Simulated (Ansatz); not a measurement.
# MgO: the cost of one run

Computed with Ansatz 0.2.0 (DFT PBEsol, scalar-relativistic, plane waves, PAW, unless a step's input says otherwise).

The COD cell was measured well above room temperature, so it is larger than a cold one.

**1. The structure to begin with**

It takes space group Fm-3m (No. 225, cubic). The conventional cell has a = 4.270 Å, b = 4.270 Å, c = 4.270 Å, α = 90.00°, β = 90.00°, γ = 90.00°. Mg (site symmetry m-3m) is surrounded by 6 O at 2.14 Å. Around O (site symmetry m-3m) lie 6 Mg at 2.14 Å.

Coordinates:

```cif
data_structure
_symmetry_space_group_name_H-M 'Fm-3m'
_symmetry_Int_Tables_number 225
_cell_length_a 4.2703
_cell_length_b 4.2703
_cell_length_c 4.2703
_cell_angle_alpha 90.000
_cell_angle_beta 90.000
_cell_angle_gamma 90.000
_cell_volume 77.87
loop_
_atom_site_label
_atom_site_type_symbol
_atom_site_symmetry_multiplicity
_atom_site_Wyckoff_symbol
_atom_site_fract_x
_atom_site_fract_y
_atom_site_fract_z
_atom_site_occupancy
Mg1 Mg 4 a 0.00000 0.00000 0.00000 1
O1 O 4 b 0.50000 0.00000 0.00000 1
```

Source of the structure: the Crystallography Open Database.

(A quick probe on a coarse mesh, which set the mesh and smearing, is not shown.)

**3. Relaxing cell and atoms**

Contents of input.yaml:

```yaml
crystal:
  lattice:
    - [0.0, 2.13515, 2.13515]
    - [2.13515, 0.0, 2.13515]
    - [2.13515, 2.13515, 0.0]
  atoms:
    - { symbol: Mg, position: [0.0, 0.0, 0.0] }
    - { symbol: O, position: [0.5, 0.5, 0.5] }
basis:
  ecutwfc: 420
kpoints:
  mp_grid: { grid: [10, 10, 10] }
hamiltonian:
  xc: pbesol
scf:
  occupations: { method: gaussian, width: 0.02 }
output:
  forces: true
  stress: true
  eigenvalues: true
  write_density: true
  write_potential: true
  elf: true
  volumetric_format: npy
relax:
  adjacent_minimum: "off"
  f_tol: 0.005
  max_steps: 80
  cell: { stress_tol: 0.05 }
```

Run with:

```console
$ ansatz run input.yaml --threads 1 --pin off --max-ram 3072MiB --backend cpu --events-out ev --progress --plain --runs-dir out
```

**Question.** How long does this run take on 1 thread of Intel Xeon Platinum 8488C (Sapphire Rapids), shared host, and how much memory does it need?

About 4.7 s, with a peak of 0.35 GiB.
